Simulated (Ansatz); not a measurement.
Crystal: CdF2.

```xyz
3
Lattice="0.0000 2.6940 2.6940 2.6940 0.0000 2.6940 2.6940 2.6940 0.0000" Properties=species:S:1:pos:R:3 pbc="T T T"
Cd    0.0000    0.0000    0.0000
F     4.0410    4.0410    4.0410
F     1.3470    1.3470    1.3470
```

Base run:

| Item | Value |
| --- | --- |
| Program | Ansatz 0.2.0 |
| Functional | PBEsol |
| Potentials or basis | Ansatz PAW |
| Cutoff | 420 eV (not typed: the program's choice for these potentials) |
| k mesh | 9 × 9 × 9 |
| Occupations | fermi-dirac, width 0.05 eV |
| Spin | no spin polarisation |

Its results: band gap on the k mesh 2.96 eV, indirect (least direct gap 3.42 eV); pressure -0.2 GPa.

Q: The run is repeated on the same cell with these changes: functional from PBEsol to LDA. What comes out?

A: Band gap on the k mesh 2.84 eV, indirect (least direct gap 3.29 eV); pressure -5.7 GPa.

LDA binds more tightly than PBEsol, so the same cell stands under less pressure.

Caveats: the PAW data sets come from PBE, with cores solved anew for the run's functional, which leaves a small shift of forces and pressure.
